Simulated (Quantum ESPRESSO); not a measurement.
A run of Quantum ESPRESSO 7.5:

The input pw.in:

```
&CONTROL
  calculation = 'scf'
  prefix = 'pwscf'
  outdir = './tmp'
  pseudo_dir = './pseudo'
  tprnfor = .true.
  disk_io = 'low'
/
&SYSTEM
  ibrav = 0
  celldm(1) = 8
  nat = 6
  ntyp = 2
  ecutwfc = 58
  nbnd = 33
  occupations = 'smearing'
  smearing = 'fd'
  degauss = 0.00367493
/
&ELECTRONS
  conv_thr = 6d-09
  electron_maxstep = 150
  mixing_beta = 0.3
  mixing_mode = 'local-TF'
/
ATOMIC_SPECIES
S     32.0600 S.upf
Hf   178.4900 Hf.upf
CELL_PARAMETERS alat
  0.8597460607214  -0.0000000000000   0.0000000000000
 -0.4298730303656   0.7445619293912   0.0000000000000
  0.0000000000000   0.0000000000000   5.6489509070772
ATOMIC_POSITIONS crystal
S      0.6666666700    0.3333333400    0.3136189836
Hf     0.0000000000    0.0000000000    0.3733907102
S      0.3333333300    0.6666666600    0.4331624368
S      0.6666666700    0.3333333400    0.5668375632
Hf     0.0000000000    0.0000000000    0.6266092898
S      0.3333333300    0.6666666600    0.6863810164
K_POINTS automatic
10 10 1 0 0 0
```

Contents of pp_density.in:

```
&INPUTPP
  prefix = 'pwscf'
  outdir = './tmp'
  filplot = 'density.dat'
  plot_num = 0
/
&PLOT
  nfile = 1
  filepp(1) = 'density.dat'
  iflag = 3
  output_format = 6
  fileout = 'density.cube'
/
```

Contents of pp_potential.in:

```
&INPUTPP
  prefix = 'pwscf'
  outdir = './tmp'
  filplot = 'potential.dat'
  plot_num = 11
/
&PLOT
  nfile = 1
  filepp(1) = 'potential.dat'
  iflag = 3
  output_format = 6
  fileout = 'potential.cube'
/
```

The input pp_elf.in:

```
&INPUTPP
  prefix = 'pwscf'
  outdir = './tmp'
  filplot = 'elf.dat'
  plot_num = 8
/
&PLOT
  nfile = 1
  filepp(1) = 'elf.dat'
  iflag = 3
  output_format = 6
  fileout = 'elf.cube'
/
```

Potentials or basis: PseudoDojo 0.4.1 SR PBE standard.

The run is started by

```sh
$ OMP_NUM_THREADS=1 mpirun -n 2 pw.x -nk 2 -in pw.in > pw.out
$ OMP_NUM_THREADS=1 mpirun -n 1 pp.x -in pp_density.in > pp_density.out
$ OMP_NUM_THREADS=1 mpirun -n 1 pp.x -in pp_potential.in > pp_potential.out
$ OMP_NUM_THREADS=1 mpirun -n 1 pp.x -in pp_elf.in > pp_elf.out
```

Hardware: 2 MPI ranks on Arm Neoverse V1, with other jobs on the host.

Estimate the wall time of this run.

Wall time 2.2 min on 2 MPI ranks on Arm Neoverse V1, on a shared host, peak memory 0.52 GiB a rank. Counts: scf iterations 17, k pools 2, bands 33, k points 14, g dense 110451.
